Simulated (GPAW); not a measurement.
Crystal: TaN.

```xyz
6
Lattice="5.1960 0.0000 0.0000 -2.5980 4.4999 0.0000 0.0000 0.0000 2.9110" Properties=species:S:1:pos:R:3 pbc="T T T"
Ta    0.0000    0.0000    0.0000
Ta    2.5980    1.5000    1.4555
Ta    0.0000    2.9999    1.4555
N    -1.0206    1.7678    0.0000
N     1.5774    2.7321    0.0000
N     2.0412    0.0000    0.0000
```

Base run:

| Quantity | Value |
| --- | --- |
| Program | GPAW 26.7.0 |
| Functional | LDA |
| Potentials or basis | the program's PAW data sets (release 1.2.1) made for this functional |
| Cutoff | 600 eV |
| Basis | pw |
| k mesh | 5 × 5 × 7 |
| Occupations | fermi-dirac, width 0.05 eV |
| Spin | no spin polarisation |

Its results: pressure -17.8 GPa; largest force 0.083 eV/Å.

Question: The run is repeated on the same cell with these changes: cutoff from 600 eV to 800 eV; k mesh from 5 × 5 × 7 to 4 × 4 × 6. What comes out?

Answer: Pressure -11.6 GPa; largest force 0.069 eV/Å.

Caveats: the cutoff is short for stress and forces, so pressures can be off by a GPa or more (some runs); so large a pressure means that the cell lies far from this level's equilibrium, or that cutoff or potentials fall short (some runs).

Not every run made on this cell is shown here.
